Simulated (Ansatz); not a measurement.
**Tin, bcc under PBE: structure, energy and stiffness**

Aim: take tin in the bcc structure, relax it, solve it on a dense k-mesh, switch on spin-orbit coupling, then scale the cell to 7 volumes from 88 to 112 % of the relaxed one and try a fit of the equation of state. The k-meshes are 12×12×12 for the relaxation; 19×19×19 for the dense run; 12×12×12 for spin-orbit coupling; 19×19×19 for the volumes.

Computed with Ansatz 0.2.0 (DFT PBE, plane waves (420 eV) with PAW, scalar-relativistic, unless a step says otherwise).

**1. Starting point**

It takes space group Im-3m (No. 229, cubic). The conventional cell has a = 3.827 Å, b = 3.827 Å, c = 3.827 Å, α = 90.00°, β = 90.00°, γ = 90.00°. Sn (site symmetry m-3m) is surrounded by 8 Sn at 3.31 Å.

As a file:

```cif
data_structure
_symmetry_space_group_name_H-M 'Im-3m'
_symmetry_Int_Tables_number 229
_cell_length_a 3.8275
_cell_length_b 3.8275
_cell_length_c 3.8275
_cell_angle_alpha 90.000
_cell_angle_beta 90.000
_cell_angle_gamma 90.000
_cell_volume 56.07
loop_
_atom_site_label
_atom_site_type_symbol
_atom_site_symmetry_multiplicity
_atom_site_Wyckoff_symbol
_atom_site_fract_x
_atom_site_fract_y
_atom_site_fract_z
_atom_site_occupancy
Sn1 Sn 2 a 0.00000 0.00000 0.00000 1
```

**2. Relaxing cell and atoms**

Contents of input.yaml:

```yaml
crystal:
  lattice:
    - [-1.9137253733, 1.9137253733, 1.9137253733]
    - [1.9137253733, -1.9137253733, 1.9137253733]
    - [1.9137253733, 1.9137253733, -1.9137253733]
  atoms:
    - { symbol: Sn, position: [0.0, 0.0, 0.0] }
hamiltonian:
  xc: pbe
  pseudopotentials:
    kind: paw
    azcp:
      Sn: "pseudopotentials/Sn.paw.azcp"
basis:
  ecutwfc: 420
  fft_grid_basis: typed
kpoints:
  mp_grid: { grid: [12, 12, 12], shift: [0, 0, 0] }
magnetization:
  spin_polarized: false
scf:
  occupations: { method: fermi_dirac, width: 0.1 }
relax:
  max_steps: 60
  f_tol: 0.01
  cell: {}
```

Further steps of the session: The energy on a finer k-mesh; A two-component run at the same geometry; Equation of state: 88 %; Equation of state: 92 %; Equation of state: 96 %; Equation of state: 100 %; Equation of state: 104 %; Equation of state: 108 %; Equation of state: 112 %.

Before running it: what results should come out? Wanted: space group; conventional cell; volume; shortest distance; gap on the mesh; relative to alpha-Sn; V₀, B₀, B₀′.

The runs gave:

| quantity | value |
| --- | --- |
| space group (spins left aside) | Im-3m (No. 229) |
| conventional cell | a = 3.807 Å |
| volume | 27.591 Å³/atom |
| shortest distance | 3.297 Å |
| gap on the mesh | none (levels filled in part) |
| relative to alpha-Sn (diamond) | +71 meV/atom |
| V₀, B₀, B₀′ | 27.648 Å³/atom, 47 GPa, 4.7 |

**Reading.** The relaxation shrank the cell by 1.6 % in volume. It lies 71 meV/atom above the element's reference form at the same level (alpha-Sn (diamond), from a run of its own). No gap shows: it is a metal or semimetal at this level. The total energy of the spin-orbit run lies -2.1 eV/atom from the scalar one, but the two kinds of run don't share a zero of energy: only differences within one kind count. B₀ comes out at 47 GPa. Relaxation kept the symmetry; phonons were not checked.
